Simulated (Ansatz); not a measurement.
**PbSe: the cell at several levels of theory**

One table from this session's results is given with a row withheld; the runs are named, their logs left out.

Code: Ansatz 0.2.0. PAW datasets, plane waves, zero pressure. Values at 0 K without nuclear motion; spin polarisation is off, and the phase may be a hypothetical one.

## Starting point

This is the cell as the run starts from it, not yet at rest; its lengths are not the crystal's.

It is cubic, F-43m (No. 216); a = 6.097 Å in the conventional setting, 28.33 Å³ an atom. Around Pb lie 4 Se at 2.64 Å; around Se lie 4 Pb at 2.64 Å.

Coordinates:

```cif
data_structure
_symmetry_space_group_name_H-M 'P 1'
_symmetry_Int_Tables_number 1
_cell_length_a 4.3114
_cell_length_b 4.3114
_cell_length_c 4.3114
_cell_angle_alpha 60.000
_cell_angle_beta 60.000
_cell_angle_gamma 60.000
_cell_volume 56.67
loop_
_atom_site_label
_atom_site_type_symbol
_atom_site_fract_x
_atom_site_fract_y
_atom_site_fract_z
_atom_site_occupancy
Pb1 Pb 0.00000 0.00000 0.00000 1
Se1 Se 0.25000 0.25000 0.25000 1
```

Set-up of the first run:

File input.yaml:

```yaml
crystal:
  lattice:
    - [0.0, 3.0486403614, 3.0486403614]
    - [3.0486403614, 0.0, 3.0486403614]
    - [3.0486403614, 3.0486403614, 0.0]
  atoms:
    - { symbol: Pb, position: [0.0, 0.0, 0.0] }
    - { symbol: Se, position: [0.25, 0.25, 0.25] }
kpoints:
  mp_grid: { grid: [6, 6, 6] }
hamiltonian:
  xc: pbe
scf:
  occupations: { method: fermi_dirac, width: 0.02 }
relax:
  f_tol: 0.005
  cell: {}
```

Started as:

```bash
$ ansatz run input.yaml --threads 2 --pin off --max-ram 2211MiB --backend cpu --events-out ev --progress --plain --runs-dir out
```

Among the steps run: Relaxing with PBE; r2SCAN: cell and atoms; Relaxation with PBEsol; Relaxing with LDA; Relaxation with HSE06.

One of the session's tables, all rows but one given; the rest of the session is left out.

```
 level  a (Å)  volume (Å³/atom)
   PBE  6.898            41.020
r2SCAN  6.846            40.114
PBEsol  6.786            39.063
   LDA      ?                 ?
 HSE06  6.855            40.267
```

Estimate the missing values for LDA.

As computed: a (Å): 6.709; volume (Å³/atom): 37.749. In the column «a (Å)» it is the lowest.

What this shows: From the start to the first minimum the volume moved by +44.8 %. LDA gives the smallest cell and PBE the largest; they differ by 8.7 % in volume, a mean of 2.8 % in length. The meshes differ: PBE 6×6×6, r2SCAN 6×6×6, PBEsol 6×6×6, LDA 6×6×6, HSE06 4×4×4.
